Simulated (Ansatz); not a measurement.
# TiTe (P6_3/mmc) in Ansatz: reference runs

Aim: a first look at TiTe with PBEsol, on the cell as given and on a disturbed one.

Everything below comes from runs of Ansatz 0.2.0. Logs are shortened: lines on timing, memory, paths and dates and some standing lists are left out, and cuts for length are marked.

### 1 The crystal as given

The structure is hexagonal, space group P6_3/mmc (No. 194). The conventional cell has a = 3.842 Å, b = 3.842 Å, c = 6.403 Å, α = 90.00°, β = 90.00°, γ = 120.00°. Te (site symmetry -6m2) is surrounded by 6 Ti at 2.74 Å. Ti (site symmetry -3m) has 6 Te at 2.74 Å as nearest neighbours.

### 2 Single point, PBEsol

The input, input.yaml:

```yaml
crystal:
  lattice:
    - [3.842, 0.0, 0.0]
    - [-1.921, 3.3272696013, 0.0]
    - [0.0, 0.0, 6.403]
  atoms:
    - { symbol: Te, position: [0.6666666667, 0.3333333333, 0.75] }
    - { symbol: Te, position: [0.3333333333, 0.6666666667, 0.25] }
    - { symbol: Ti, position: [0.0, 0.0, 0.5] }
    - { symbol: Ti, position: [0.0, 0.0, 0.0] }
hamiltonian:
  xc: pbesol
  pseudopotentials: { kind: paw }
kpoints:
  mp_grid: { grid: [8, 8, 4] }
scf:
  occupations: { method: fermi_dirac, width: 0.05 }
output:
  forces: true
  stress: true
  eigenvalues: true
```

Potentials or basis: Ansatz PAW.

Launch:

```sh
> ansatz run input.yaml --threads 2 --pin off --max-ram 5632MiB --backend cpu --events-out ev --progress --plain --runs-dir out
```

Output:

```text
Warning: RAYON_NUM_THREADS=2 ignored (pool sized by the plan → 2); use --threads N
Engine: ansatz 0.2.0, aarch64-unknown-linux-gnu
Pseudopotentials: kind: paw
Pseudopotential: Te, paw, valence charge 16, recommended cutoff 420 eV (normal), Te.paw.azcp
Pseudopotential: Ti, paw, valence charge 12, recommended cutoff 420 eV (normal), Ti.paw.azcp
Functional definition: PBEsol
  exchange = pbesol_x
  correlation = pbesol_c
Crystal: 4 atoms, lattice volume = 81.852 Å³
Basis set: ecut = 420 eV, 1617 PW (Γ), exchange–correlation on 54×54×90 points (8 copies of the dense FFT grid, shifted against one another)
Bands: 34, of which v1, the nominal top of the filled ones, is band 28 counted from 1 (27 counted from 0)
Symmetry: 24 space group operations
Space group: P63/mmc (ITA 194), of the structure as read, at distance tolerance 4.3e-5 Å
k-points: 30 of 256
Non-local potential: Te, projectors of the file, l = 0: 2, l = 1: 2, l = 2: 2, l = 3: 2
Non-local potential: Ti, projectors of the file, l = 0: 3, l = 1: 2, l = 2: 3, l = 3: 1
PAW form: soft (Blöchl's): semilocal exchange-correlation on the pseudo side does not see the compensation charge
PAW frozen core: Te, regenerated for the run's functional, and the local potential with it (the file was generated under x = pbe(κ = 0.804, μ = 0.2195149727645171), c = pbe(β = 0.06672455060314922))
PAW frozen core: Ti, regenerated for the run's functional, and the local potential with it (the file was generated under x = pbe(κ = 0.804, μ = 0.2195149727645171), c = pbe(β = 0.06672455060314922))
PAW one-centre angular grid: Te, 590 points (default); XC on 64 Gauss nodes
PAW one-centre angular grid: Ti, 590 points (default); XC on 64 Gauss nodes
Initial density: superposition of atomic densities (neutral atoms: chi_scale 0, normalization atom), corrected by the library's trained network
Initial wavefunctions: pseudopotential atomic-orbital guess
Functional: x = pbesol(κ = 0.804, μ = 0.12345679012345678), c = pbesol(β = 0.046)
SCF iter   1: F=—  HF=-18753.318850 eV  |F-HF|=—  |Δ(HF+E_count)|=         —  Δρ=4.57e-3  dr2=1.19e-2  ethr=1.77e-3  ⟨swp⟩=6.1  Hψ=4234  notcnv=0
preconditioner: auto → Kerker (q_TF=auto, 2.561 Å⁻¹)  [metal: Δε(μ)=0.001 eV  Ē_g=6.385 eV  σ=0.050 eV  W_gap=0.01  n_scr=22 (ndim 8)  ℏωp=18.4 eV  f_vac=0.000  D(μ)=4.25/eV (n_scr^D=36)]
SCF iter   2: F=—  HF=-18753.314104 eV  |F-HF|=—  |Δ(HF+E_count)|=   4.75e-3  Δρ=1.92e-3  dr2=1.92e-3  ethr=2.13e-5  ⟨swp⟩=3.0  Hψ=2261  notcnv=0
SCF iter   3: F=—  HF=-18753.313767 eV  |F-HF|=—  |Δ(HF+E_count)|=   3.37e-4  Δρ=5.27e-4  dr2=2.16e-4  ethr=3.43e-6  ⟨swp⟩=3.0  Hψ=1958  notcnv=0
SCF iter   4: F=—  HF=-18753.313762 eV  |F-HF|=—  |Δ(HF+E_count)|=   5.38e-6  Δρ=1.82e-4  dr2=4.13e-5  ethr=3.86e-7  ⟨swp⟩=2.2  Hψ=1717  notcnv=0
SCF iter   5: F=—  HF=-18753.313744 eV  |F-HF|=—  |Δ(HF+E_count)|=   1.72e-5  Δρ=4.97e-5  dr2=2.39e-6  ethr=7.37e-8  ⟨swp⟩=2.0  Hψ=1287  notcnv=0
SCF iter   6: F=—  HF=-18753.313744 eV  |F-HF|=—  |Δ(HF+E_count)|=   7.94e-8  Δρ=1.65e-5  dr2=3.91e-7  ethr=4.27e-9  ⟨swp⟩=2.7  Hψ=1779  notcnv=0
SCF iter   7: F=-18753.313744 eV  HF=-18753.313744 eV  |F-HF|=5.20e-10  |Δ(HF+E_count)|=   6.54e-8  Δρ=3.09e-6  dr2=8.27e-9  ethr=1.79e-10  ⟨swp⟩=5.9  Hψ=3785  notcnv=0
SCF 1 converged in 7 iterations: F = -18753.313744 eV  dr2 = 8.27e-9
SCF converged after 7 iterations
Free energy (F): -18753.313744 eV
Harris-Foulkes:  -18753.313744 eV  (|F-HF|=5.20e-10)
Internal energy: -18753.278866 eV  (E = F + TS)
E sigma→0 (E₀):  -18753.296305 eV
Entropy (-TS):   -0.034878 eV (-8.719 meV/atom)
Fermi energy:    14.523289 eV
--- Per-component energies (eV) ---
  E_band       = -675.952632
  E_kinetic    = 916.375682
  E_local      = -3578.410125  (includes V_loc(G=0)·N_el)
  E_nonlocal   = -591.456254
  E_hartree    = 2071.498774
  E_xc         = -444.362904
  E_vxc        = -457.214764  (∫ρ·V_xc dr)
  E_paw        = -11219.023477  (= ΣΔE_a)
  E_vpaw       = -1108.243405  (= ΣTr[D̂ρ^β])
  E_aug_tail   = -0.000194  (compensation charges beyond the density's cutoff)
  E_ewald      = -5908.928768
  E_core_change = 1.028399  (= ΣΔE_core)
  E_smearing   = -0.034878  (= −TS)
  E_closure    = -0.000000  (closes the sum)
  Σ components = -18753.313744   (vs F -18753.313744, Δ=0.00e0)
--- Forces (eV/Å), atoms counted from 1 ---
  atom   1  Te     0.00000000    -0.00000000     0.00000000
  atom   2  Te     0.00000000     0.00000000    -0.00000000
  atom   3  Ti     0.00000000    -0.00000000     0.00000000
  atom   4  Ti     0.00000000     0.00000000    -0.00000000
  max |Σ_I F_I| component: 2.31e-18 eV/Å
--- Stress (GPa, compression-positive) ---
        1.505971      -0.000000       0.000000
        0.000000       1.505971       0.000000
        0.000000       0.000000       7.237920
  P = ⅓ Tr σ = 3.4166 GPa (34.166 kbar)
--- Band table (eV; the first three rows and the last of 30) ---
  k-point 0: bands = ["-42.5409", "-42.5265", "-23.1607", "-23.1607", "-23.1596", "-23.1596", "-23.1425", "-23.1425", "-23.1367", "-23.1366", "-23.1366", "-23.1354", "-18.9848", "-18.9848", "-18.9805", "-18.9659", "-18.9659", "-18.8083", "0.4402", "2.1930", "7.3674", "10.7841", "10.7841", "12.8374", "13.4421", "13.6485", "13.6485", "13.9481", "13.9481", "14.0946", "14.0946", "15.4729", "15.4729", "16.8470"]
  k-point 1: bands = ["-42.5388", "-42.5286", "-23.1609", "-23.1609", "-23.1603", "-23.1603", "-23.1411", "-23.1411", "-23.1370", "-23.1370", "-23.1365", "-23.1356", "-18.9820", "-18.9820", "-18.9686", "-18.9686", "-18.9556", "-18.8338", "0.6295", "1.8287", "8.0712", "10.9953", "10.9953", "11.6382", "12.5956", "12.5956", "13.9362", "14.0925", "14.0925", "14.7989", "14.7989", "15.7714", "15.7714", "15.9389"]
  k-point 2: bands = ["-42.5337", "-42.5337", "-23.1611", "-23.1611", "-23.1611", "-23.1611", "-23.1386", "-23.1386", "-23.1386", "-23.1386", "-23.1360", "-23.1360", "-18.9753", "-18.9753", "-18.9753", "-18.9753", "-18.8950", "-18.8950", "1.1526", "1.1526", "9.7203", "9.7203", "11.6149", "11.6149", "11.6149", "11.6149", "14.4723", "14.4723", "14.4723", "14.4723", "14.8023", "14.8023", "17.0856", "17.0856"]
  k-point 29: bands = ["-42.5311", "-42.5311", "-23.1654", "-23.1654", "-23.1614", "-23.1614", "-23.1351", "-23.1351", "-23.1316", "-23.1316", "-23.1303", "-23.1303", "-19.0161", "-19.0161", "-19.0003", "-19.0003", "-18.8753", "-18.8753", "2.4008", "2.4008", "8.4402", "8.4402", "9.5589", "9.5589", "10.7507", "10.7507", "14.1292", "14.1292", "15.0585", "15.0585", "15.5568", "15.5568", "15.9874", "15.9874"]
```

It took 3 s on 2 threads of Arm Neoverse V1, shared host; peak memory 0.39 GiB.

What came out:

```
Free energy            : -18753.3137 eV
Pressure               : 3.4 GPa
Band gap on the k mesh : none (metal or under the smearing width)
```

Levels at points of the mesh, in eV from the Fermi level:
| k point | band 24 | band 25 | band 26 | band 27 | band 28 | band 29 | band 30 | band 31 | band 32 | band 33 |
| --- | --- | --- | --- | --- | --- | --- | --- | --- | --- | --- |
| (0.00, 0.00, 0.00) | -1.69 | -1.08 | -0.87 | -0.87 | -0.58 | -0.58 | -0.43 | -0.43 | 0.95 | 0.95 |
| (0.00, 0.00, -0.50) | -2.91 | -2.91 | -2.91 | -0.05 | -0.05 | -0.05 | -0.05 | 0.28 | 0.28 | 2.56 |
| (0.00, -0.50, 0.00) | -4.53 | -3.83 | -3.04 | -1.93 | -0.09 | 0.55 | 0.69 | 0.81 | 1.14 | 1.39 |
| (0.00, -0.50, -0.50) | -3.82 | -3.48 | -3.48 | -0.94 | -0.94 | 0.84 | 0.84 | 1.07 | 1.07 | 1.80 |

Caveat: the PAW data sets come from PBE, with cores solved anew for the run's functional, which leaves a small shift of forces and pressure. Spin-orbit coupling is left out, which matters for the levels of Te.

### 3 Single point, PBEsol (atoms moved at random, drawn with an rms of 0.05 Å)

The input, input.yaml:

```yaml
crystal:
  lattice:
    - [3.842, 0.0, 0.0]
    - [-1.921, 3.3272696013, 0.0]
    - [0.0, 0.0, 6.403]
  atoms:
    - { symbol: Te, position: [0.678048, 0.333316, 0.756429] }
    - { symbol: Te, position: [0.339553, 0.666155, 0.246331] }
    - { symbol: Ti, position: [0.005624, 0.003335, 0.49866] }
    - { symbol: Ti, position: [-0.010231, -0.001929, 0.001304] }
hamiltonian:
  xc: pbesol
  pseudopotentials: { kind: paw }
kpoints:
  mp_grid: { grid: [8, 8, 4] }
scf:
  occupations: { method: fermi_dirac, width: 0.05 }
output:
  forces: true
  stress: true
  eigenvalues: true
```

Potentials or basis: Ansatz PAW.

Launch:

```sh
> ansatz run input.yaml --threads 2 --pin off --max-ram 5632MiB --backend cpu --events-out ev --progress --plain --runs-dir out
```

It took 19 s on 2 threads of Arm Neoverse V1, shared host; peak memory 0.52 GiB.

It converged, with:

| Property | Result |
| --- | --- |
| Free energy | -18753.2748 eV |
| Pressure | 3.6 GPa |
| Largest force | 0.676 eV/Å |
| Band gap on the k mesh | none (metal or under the smearing width) |

Forces in eV/Å, atoms in the order of the input:
```
Te  -0.417  0.041 -0.530
Te  -0.241  0.010  0.408
Ti   0.051 -0.105  0.148
Ti   0.607  0.054 -0.025
```

Stress tensor (GPa, compression positive):
```
 1.76 -0.30  0.02
-0.30  1.73 -0.14
 0.02 -0.14  7.44
```

Levels at points of the mesh, in eV from the Fermi level:
```tsv
k point	band 26	band 27	band 28	band 29	band 30	band 31
(0.00, 0.00, 0.00)	-0.95	-0.93	-0.51	-0.50	-0.42	-0.38
(0.00, 0.00, -0.50)	-2.78	-0.09	-0.08	-0.03	-0.01	0.21
(0.00, -0.50, 0.00)	-3.06	-1.90	-0.09	0.54	0.70	0.81
(0.00, -0.50, -0.50)	-3.44	-0.95	-0.91	0.82	0.86	1.03
(-0.50, 0.00, 0.00)	-3.04	-1.92	-0.08	0.54	0.70	0.82
(-0.50, 0.00, -0.50)	-3.47	-0.94	-0.92	0.82	0.87	1.04
(-0.50, -0.50, 0.00)	-3.04	-1.91	-0.10	0.55	0.70	0.80
(-0.50, -0.50, -0.50)	-3.40	-0.98	-0.88	0.81	0.86	1.03
```

Caveat: the PAW data sets come from PBE, with cores solved anew for the run's functional, which leaves a small shift of forces and pressure. Spin-orbit coupling is left out, which matters for the levels of Te.
